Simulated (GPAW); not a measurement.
# Sb (I4/mmm) in GPAW: notebook

The runs below take Sb through single point, with LDA.

Program: GPAW 26.7.0. These are calculated values, not measurements. Logs are shortened: lines on timing, memory, paths and dates and some standing lists are left out, and cuts for length are marked. The log counts tension as positive stress, the text compression.

## Step 1: Starting point

It takes space group I4/mmm (No. 139, tetragonal). Conventional cell: a = 3.153 Å, b = 3.153 Å, c = 5.424 Å, α = 90.00°, β = 90.00°, γ = 90.00°. Sb (site symmetry 4/mmm) is surrounded by 12 Sb at 3.15 to 3.51 Å.

This isn't the form of Sb at room conditions, which is rhombohedral.

## Step 2: Single point, LDA

File run.py:

```python
from ase import Atoms
from ase.dft.bandgap import bandgap
from ase.io import write
from ase.units import GPa
from gpaw import GPAW, PW

atoms = Atoms(['Sb'],
              cell=[[-1.5765401831, 1.5765401831, 2.7119384313],
                    [1.5765401831, -1.5765401831, 2.7119384313],
                    [1.5765401831, 1.5765401831, -2.7119384313]],
              scaled_positions=[[0.0, 0.0, 0.0]],
              pbc=True)

calc = GPAW(mode=PW(450),
            xc='LDA',
            kpts={'size': (10, 10, 10), 'gamma': True},
            occupations={'name': 'fermi-dirac', 'width': 0.05},
            nbands=15,
            maxiter=120,
            txt='gpaw.txt')
atoms.calc = calc
energy = atoms.get_potential_energy()
forces = atoms.get_forces()
stress = atoms.get_stress()
calc.write('gs.gpw')
write('result.traj', atoms)
print(f'Energy: {energy:.6f} eV')
print('Forces (eV/A):')
print(forces.round(4))
print('Stress (GPa):', (stress / GPa).round(3))
print('Fermi level:', round(calc.get_fermi_level(), 4), 'eV')
print(f'Gap: {bandgap(calc)[0]:.4f} eV, direct: {bandgap(calc, direct=True)[0]:.4f} eV')
```

Potentials or basis: the program's PAW data sets (release 1.2.1) made for this functional, pw.

The run is started by

```
> OMP_NUM_THREADS=1 python run.py
```

gpaw.txt:

```text
__  _  _
 | _ |_)|_||  |
 |__||  | ||/\| - 26.7.0

Input parameters:
  mode=PW(ecut=450.00000000000006),
  kpts=MonkhorstPack(size=(10, 10, 10), gamma=True),
  maxiter=120,
  nbands=15,
  occupations=Occupations(name='fermi-dirac', width=0.05),
  xc=XC(name='LDA')

Diagonalizing LCAO Hamiltonian
Converting LCAO to pw mode

       Sb

Atoms  # Å, Bohr magnetons
|   | symbol |        x |        y |        z |    initial magnetic moments |
|---|--------|----------|----------|----------|-----------------------------|
| 0 |     Sb | 0.000000 | 0.000000 | 0.000000 | ( 0.0000,  0.0000,  0.0000) |

Unit cell  # Å
| periodic |         x |         y |         z |  lengths |     angles |
|----------|-----------|-----------|-----------|----------|------------|
|      yes | -1.576540 |  1.576540 |  2.711938 | 3.510779 | 126.633590 |
|      yes |  1.576540 | -1.576540 |  2.711938 | 3.510779 | 126.633590 |
|      yes |  1.576540 |  1.576540 | -2.711938 | 3.510779 |  78.849263 |

Number of symmetries: 16
Symmetry operations  # r_c * U_cc + t_c -> r_c
|    | kind |            matrix            |
|----|------|------------------------------|
|  0 |  σ   |  1, 1, 1,  0, 0,-1,  0,-1, 0 |
|  1 |  C4  |  1, 1, 1,  0, 0,-1, -1, 0, 0 |
|  2 |  E   |  1, 0, 0,  0, 1, 0,  0, 0, 1 |
|  3 |  σ   |  1, 0, 0,  0, 1, 0, -1,-1,-1 |
|  4 |  σ   |  0, 1, 0,  1, 0, 0,  0, 0, 1 |
|  5 |  C2  |  0, 1, 0,  1, 0, 0, -1,-1,-1 |
|  6 |  C2  |  0, 0, 1, -1,-1,-1,  1, 0, 0 |
|  7 |  S4  |  0, 0, 1, -1,-1,-1,  0, 1, 0 |
|  8 |  C4  |  0, 0,-1,  1, 1, 1,  0,-1, 0 |
|  9 |  σ   |  0, 0,-1,  1, 1, 1, -1, 0, 0 |
| 10 |  σ   |  0,-1, 0, -1, 0, 0,  1, 1, 1 |
| 11 |  C2  |  0,-1, 0, -1, 0, 0,  0, 0,-1 |
| 12 |  C2  | -1, 0, 0,  0,-1, 0,  1, 1, 1 |
| 13 |  i   | -1, 0, 0,  0,-1, 0,  0, 0,-1 |
| 14 |  S4  | -1,-1,-1,  0, 0, 1,  1, 0, 0 |
| 15 |  C2  | -1,-1,-1,  0, 0, 1,  0, 1, 0 |

BZ-sampling:
  Number of BZ points: 1000
  Number of IBZ points: 102

  Monkhorst-Pack size: [10, 10, 10]
  Monkhorst-Pack shift: [0.05, 0.05, 0.05]

K-points  # in reciprocal-cell coordinates
|     |                                coordinates |     weight |
|-----|--------------------------------------------|------------|
|   0 | (  0.00000000,   0.00000000,   0.00000000) | 0.00100000 |
|   1 | (  0.10000000,  -0.10000000,   0.00000000) | 0.00400000 |
|   2 | (  0.10000000,  -0.10000000,   0.10000000) | 0.00400000 |
|   3 | (  0.10000000,   0.00000000,   0.00000000) | 0.00800000 |
|   4 | (  0.10000000,   0.10000000,  -0.10000000) | 0.00200000 |
|   5 | (  0.20000000,  -0.20000000,   0.00000000) | 0.00400000 |
|   6 | (  0.20000000,  -0.20000000,   0.10000000) | 0.00800000 |
|   7 | (  0.20000000,  -0.20000000,   0.20000000) | 0.00400000 |
|   8 | (  0.20000000,  -0.10000000,   0.00000000) | 0.01600000 |
|   9 | (  0.20000000,  -0.10000000,   0.10000000) | 0.00800000 |
| ... |                                            |            |
| 101 | (  0.50000000,   0.50000000,   0.50000000) | 0.00100000 |

Plane wave coefficients: 598
Cutoff: 450.00000000000006 eV

Spin-components: 1 (collinear spins)
Bands:           15
Projectors:      6
Spin-degeneracy: 2
Datatype:        complex128

Parallelization:
  kpt:    1
  domain: 1
  band:   1

Density:
  Valence electrons: 15.0
  Components: 1
  Grid points: [18 18 18]
  Charge: 0.0  # |e|

Potential:
  Grid points: [18 18 18]

species:
  Sb:
    name:    Antimony
    Z:       51.0
    valence: 15
    core:    36
    charge:  0.0  # [|e|]
    compensation charges:
      type: gauss
      rc: 0.36  # [Å]
      lmax: 2
    cutoffs:
      filter: 2.23  # [Å]
      core: 2.23  # [Å]
    projectors
    | kind |    occ | energy [eV] | rcut [Å] |
    |------|--------|-------------|----------|
    |   5s |  2.000 |     -13.069 |    1.154 |
    |   5p |  3.000 |      -4.994 |    1.233 |
    |   4d | 10.000 |     -33.564 |    1.196 |
    |    s |        |      14.142 |    1.154 |
    |    p |        |      22.217 |    1.233 |
    |    d |        |      -6.353 |    1.196 |

    Using partial waves for Sb as LCAO basis

Reference energy: -176132.436306  # eV

eigensolver:
  PPCG
  Converge bands: occupied
  niter=2

density mixing:
  MSR1-Mixer
  Pratt-step length: 0.05
  Maximum mixing coefficient: 0.75
  Old densities: 10
  SVD Regularization: 0.005
  Good broyden scale: 1.0
  Trust region scale: 1.0
  Backstep threshold: 4.0
  History deletion threshold: 6.0
  Fourier metric: weight=20.0, sigma=0.015

occupation numbers:
  Fermi-Dirac:
    width: 0.0500  # eV

poisson solver:
  ecut: 3600.0000000000005  # eV

xc functional:
  name: None

convergence criteria:
- Maximum [total energy] change in last 3 cyles: 0.0005 eV / valence electron
- Maximum integral of absolute [dens]ity change: 0.0001 electrons / valence electron
- Maximum integral of absolute [eigenst]ate change: 4e-08 eV^2 / valence electron
maximum number of iterations: 120

SCF iterations
|iter     | |      energy | eigst |  dens |
|---------|-|-------------|-------|-------|
|iter:   1| |   -4.809541 | +0.12 |       |
|iter:   2| |   -4.810154 | -2.38 | -1.84 |
|iter:   3| |   -4.799080 | -2.84 | -1.86 |
|iter:   4| |   -4.798967 | -4.40 | -2.50 |
|iter:   5| |   -4.798975c| -5.66 | -3.03 |
|iter:   6| |   -4.798977c| -6.57 | -3.71 |
|iter:   7| |   -4.798977c| -7.94c| -4.66c|

Converged in 7 steps
Energy contributions relative to reference atoms: (reference = -176132.436306)

Energy contributions:
  Kinetic:          -1.067696
  Coulomb:           0.574543
  Zero:              0.197251
  External:          0.000000
  Xc:               -4.501269
  Entropy:          -0.003610
  Spinorbit:         0.000000
  ----------------------------
  Free energy:      -4.800782
  Extrapolated:     -4.798977

dipole moment: (-5.740665, -5.740665, -9.874997)  # |e|*Ang

Fermi level: 7.788
Eigenvalues  # (at kpt = [0.000, 0.000, 0.000])
| band index |      eig [eV] | occ [0-2] |
|------------|---------------|-----------|
|          0 |       -21.404 |     2.000 |
|          1 |       -21.377 |     2.000 |
|          2 |       -21.336 |     2.000 |
|          3 |       -21.336 |     2.000 |
|          4 |       -21.268 |     2.000 |
|          5 |        -5.159 |     2.000 |
|          6 |        12.321 |     0.000 |
|          7 |        13.138 |     0.000 |
|          8 |        13.138 |     0.000 |
|          9 |        17.841 |     0.000 |
|         10 |        18.626 |     0.000 |
|         11 |        18.957 |     0.000 |
|         12 |        19.211 |     0.000 |
|         13 |        19.211 |     0.000 |
|         14 |        19.512 |     0.000 |

No gap
No difference between direct/indirect transitions

Forces  # eV/Ang
|        x |       y |        z |
|----------|---------|----------|
| -0.00000 | 0.00000 | -0.00000 |  # Sb   0

Stress tensor  # eV/Ang^3
|        x |        y |        z |
|----------|----------|----------|
| 0.029182 | 0.000000 | 0.000000 |
| 0.000000 | 0.029182 | 0.000000 |
| 0.000000 | 0.000000 | 0.024973 |

# Writing to gs.gpw (mode='')
```

stdout:

```text
Energy: -4.798977 eV
Forces (eV/A):
[[-0.  0. -0.]]
Stress (GPa): [4.675 4.675 4.001 0.    0.    0.   ]
Fermi level: 7.7884 eV
Gap: 0.0000 eV, direct: 0.0000 eV
```

It took 20 s on 1 thread of Arm Neoverse V1, shared host; peak memory 0.14 GiB.

Results:

* Free energy: -4.8008 eV
* Pressure: -4.5 GPa
* Band gap on the k mesh: none (metal or under the smearing width)

Caveat: the cutoff is short for stress and forces, so pressures can be off by a GPa or more. The run has no spin-orbit coupling, so splittings on Sb are missing.

## Step 3: Single point, LDA

run.py, as its differences from that of step 2:

```diff
@@ -1,4 +1,3 @@
-from ase import Atoms
 from ase.dft.bandgap import bandgap
-from ase.io import write
+from ase.io import read, write
 from ase.units import GPa
@@ -6,8 +5,3 @@
 
-atoms = Atoms(['Sb'],
-              cell=[[-1.5765401831, 1.5765401831, 2.7119384313],
-                    [1.5765401831, -1.5765401831, 2.7119384313],
-                    [1.5765401831, 1.5765401831, -2.7119384313]],
-              scaled_positions=[[0.0, 0.0, 0.0]],
-              pbc=True)
+atoms = read('Sb.xyz')
```

File Sb.xyz:

```xyz
1
Lattice="-1.5765401831 1.5765401831 2.7119384313 1.5765401831 -1.5765401831 2.7119384313 1.5765401831 1.5765401831 -2.7119384313" Properties=species:S:1:pos:R:3 pbc="T T T"
Sb     0.0000000000      0.0000000000      0.0000000000
```

Potentials or basis: the program's PAW data sets (release 1.2.1) made for this functional, pw.

The run is started by

```
> OMP_NUM_THREADS=1 python run.py
```

gpaw.txt:

```text
__  _  _
 | _ |_)|_||  |
 |__||  | ||/\| - 26.7.0

Input parameters:
  mode=PW(ecut=450.00000000000006),
  kpts=MonkhorstPack(size=(10, 10, 10), gamma=True),
  maxiter=120,
  nbands=15,
  occupations=Occupations(name='fermi-dirac', width=0.05),
  xc=XC(name='LDA')

Diagonalizing LCAO Hamiltonian
Converting LCAO to pw mode

       Sb

Atoms  # Å, Bohr magnetons
|   | symbol |        x |        y |        z |    initial magnetic moments |
|---|--------|----------|----------|----------|-----------------------------|
| 0 |     Sb | 0.000000 | 0.000000 | 0.000000 | ( 0.0000,  0.0000,  0.0000) |

Unit cell  # Å
| periodic |         x |         y |         z |  lengths |     angles |
|----------|-----------|-----------|-----------|----------|------------|
|      yes | -1.576540 |  1.576540 |  2.711938 | 3.510779 | 126.633590 |
|      yes |  1.576540 | -1.576540 |  2.711938 | 3.510779 | 126.633590 |
|      yes |  1.576540 |  1.576540 | -2.711938 | 3.510779 |  78.849263 |

Number of symmetries: 16
Symmetry operations  # r_c * U_cc + t_c -> r_c
|    | kind |            matrix            |
|----|------|------------------------------|
|  0 |  σ   |  1, 1, 1,  0, 0,-1,  0,-1, 0 |
|  1 |  C4  |  1, 1, 1,  0, 0,-1, -1, 0, 0 |
|  2 |  E   |  1, 0, 0,  0, 1, 0,  0, 0, 1 |
|  3 |  σ   |  1, 0, 0,  0, 1, 0, -1,-1,-1 |
|  4 |  σ   |  0, 1, 0,  1, 0, 0,  0, 0, 1 |
|  5 |  C2  |  0, 1, 0,  1, 0, 0, -1,-1,-1 |
|  6 |  C2  |  0, 0, 1, -1,-1,-1,  1, 0, 0 |
|  7 |  S4  |  0, 0, 1, -1,-1,-1,  0, 1, 0 |
|  8 |  C4  |  0, 0,-1,  1, 1, 1,  0,-1, 0 |
[... 109 lines left out ...]
convergence criteria:
- Maximum [total energy] change in last 3 cyles: 0.0005 eV / valence electron
- Maximum integral of absolute [dens]ity change: 0.0001 electrons / valence electron
- Maximum integral of absolute [eigenst]ate change: 4e-08 eV^2 / valence electron
maximum number of iterations: 120

SCF iterations
|iter     | |      energy | eigst |  dens |
|---------|-|-------------|-------|-------|
|iter:   1| |   -4.809541 | +0.12 |       |
|iter:   2| |   -4.810154 | -2.38 | -1.84 |
|iter:   3| |   -4.799080 | -2.84 | -1.86 |
|iter:   4| |   -4.798967 | -4.40 | -2.50 |
|iter:   5| |   -4.798975c| -5.66 | -3.03 |
|iter:   6| |   -4.798977c| -6.57 | -3.71 |
|iter:   7| |   -4.798977c| -7.94c| -4.66c|

Converged in 7 steps
Energy contributions relative to reference atoms: (reference = -176132.436306)

Energy contributions:
  Kinetic:          -1.067696
  Coulomb:           0.574543
  Zero:              0.197251
  External:          0.000000
  Xc:               -4.501269
  Entropy:          -0.003610
  Spinorbit:         0.000000
  ----------------------------
  Free energy:      -4.800782
  Extrapolated:     -4.798977

dipole moment: (-5.740665, -5.740665, -9.874997)  # |e|*Ang

Fermi level: 7.788
Eigenvalues  # (at kpt = [0.000, 0.000, 0.000])
| band index |      eig [eV] | occ [0-2] |
|------------|---------------|-----------|
|          0 |       -21.404 |     2.000 |
|          1 |       -21.377 |     2.000 |
|          2 |       -21.336 |     2.000 |
|          3 |       -21.336 |     2.000 |
|          4 |       -21.268 |     2.000 |
|          5 |        -5.159 |     2.000 |
|          6 |        12.321 |     0.000 |
|          7 |        13.138 |     0.000 |
|          8 |        13.138 |     0.000 |
|          9 |        17.841 |     0.000 |
|         10 |        18.626 |     0.000 |
|         11 |        18.957 |     0.000 |
|         12 |        19.211 |     0.000 |
|         13 |        19.211 |     0.000 |
|         14 |        19.512 |     0.000 |

No gap
No difference between direct/indirect transitions

Forces  # eV/Ang
|        x |       y |        z |
|----------|---------|----------|
| -0.00000 | 0.00000 | -0.00000 |  # Sb   0

Stress tensor  # eV/Ang^3
|        x |        y |        z |
|----------|----------|----------|
| 0.029182 | 0.000000 | 0.000000 |
| 0.000000 | 0.029182 | 0.000000 |
| 0.000000 | 0.000000 | 0.024973 |

# Writing to gs.gpw (mode='')
```

stdout:

```text
Energy: -4.798977 eV
Forces (eV/A):
[[-0.  0. -0.]]
Stress (GPa): [4.675 4.675 4.001 0.    0.    0.   ]
Fermi level: 7.7884 eV
Gap: 0.0000 eV, direct: 0.0000 eV
```

It took 19 s on 1 thread of Arm Neoverse V1, shared host; peak memory 0.14 GiB.

What came out:

| Property | Result |
| --- | --- |
| Free energy | -4.8008 eV |
| Pressure | -4.5 GPa |
| Band gap on the k mesh | none (metal or under the smearing width) |

Stress tensor (GPa, compression positive):
```
-4.68  0.00  0.00
 0.00 -4.68  0.00
 0.00  0.00 -4.00
```

Levels at points of the mesh, in eV from the Fermi level:
| k point | band 3 | band 4 | band 5 | band 6 | band 7 | band 8 | band 9 | band 10 | band 11 |
| --- | --- | --- | --- | --- | --- | --- | --- | --- | --- |
| (0.00, 0.00, 0.00) | -29.12 | -29.12 | -29.06 | -12.95 | 4.53 | 5.35 | 5.35 | 10.05 | 10.84 |
| (0.50, 0.00, 0.50) | -29.11 | -29.07 | -29.05 | -9.17 | -5.74 | 1.74 | 5.29 | 6.32 | 10.63 |
| (0.50, 0.50, 0.00) | -29.10 | -29.08 | -28.99 | -6.75 | -4.35 | -1.01 | 0.58 | 3.60 | 4.55 |
| (0.50, 0.50, 0.50) | -29.07 | -29.07 | -29.04 | -9.32 | -5.62 | 2.09 | 2.09 | 6.17 | 6.25 |

Caveat: the cutoff is short for stress and forces, so pressures can be off by a GPa or more. Spin-orbit coupling is left out, which matters for the levels of Sb.
